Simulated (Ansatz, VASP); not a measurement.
Gd: VASP beside Ansatz

File INCAR:

```
SYSTEM = Gd
ALGO = Normal
EDIFF = 1E-7
ENCUT = 520
GGA = PE
ISIF = 2
ISMEAR = -1
ISPIN = 2
LASPH = .True.
LCHARG = .True.
LELF = .True.
LMAXMIX = 6
LORBIT = 11
LREAL = .False.
LVHAR = .True.
LWAVE = .False.
MAGMOM = 7
NBANDS = 19
NELM = 150
PREC = Accurate
SIGMA = 0.1
```

KPOINTS

```
k-points
0
Gamma
  10 10 10
  0 0 0
```

Contents of POSCAR:

```
Gd
1.0
   -2.0250000000      2.0250000000      2.0250000000
    2.0250000000     -2.0250000000      2.0250000000
    2.0250000000      2.0250000000     -2.0250000000
Gd
1
Direct
    0.0000000000      0.0000000000      0.0000000000
```

Input for Ansatz:

```yaml
crystal:
  lattice:
    - [-2.025, 2.025, 2.025]
    - [2.025, -2.025, 2.025]
    - [2.025, 2.025, -2.025]
  atoms:
    - { symbol: Gd, position: [0.0, 0.0, 0.0], spin: 7.0 }
magnetization:
  spin_polarized: true
kpoints:
  mp_grid: { grid: [10, 10, 10] }
scf:
  occupations: { method: fermi_dirac, width: 0.1 }
hamiltonian:
  xc: pbe
  pseudopotentials: { kind: paw }
output:
  forces: true
  stress: true
  eigenvalues: true
```

Alike in both runs: task single point; functional PBE; k mesh 10 × 10 × 10; occupations fermi-dirac, width 0.1 eV; collinear spin.

|  | VASP | Ansatz |
| --- | --- | --- |
| version | VASP 6.6.1 | Ansatz 0.2.0 |
| potentials or method | VASP PAW PBE potentials, release 64 (Gd) | PAW with Ansatz's default frozen-core files, scalar-relativistic |
| plane-wave cutoff (eV) | 520 | 420 |
| valence electrons in the cell | 18 | 18 |

|  | VASP | Ansatz | Ansatz less VASP |
| --- | --- | --- | --- |
| pressure (GPa) | 0.2 | 0.3 | +0.08 |
| net moment per atom (μB) | 7.60 | 7.59 | -0.008 |
| size of the moment on the site where the two differ most (μB) | 6.98 | 7.31 | +0.327 |

Site moments also hang on the region over which each program counts them.

Caveats: spin-orbit coupling is left out, which moves the levels of the heavy elements. The state reached can hang on the start; a lower one may exist.
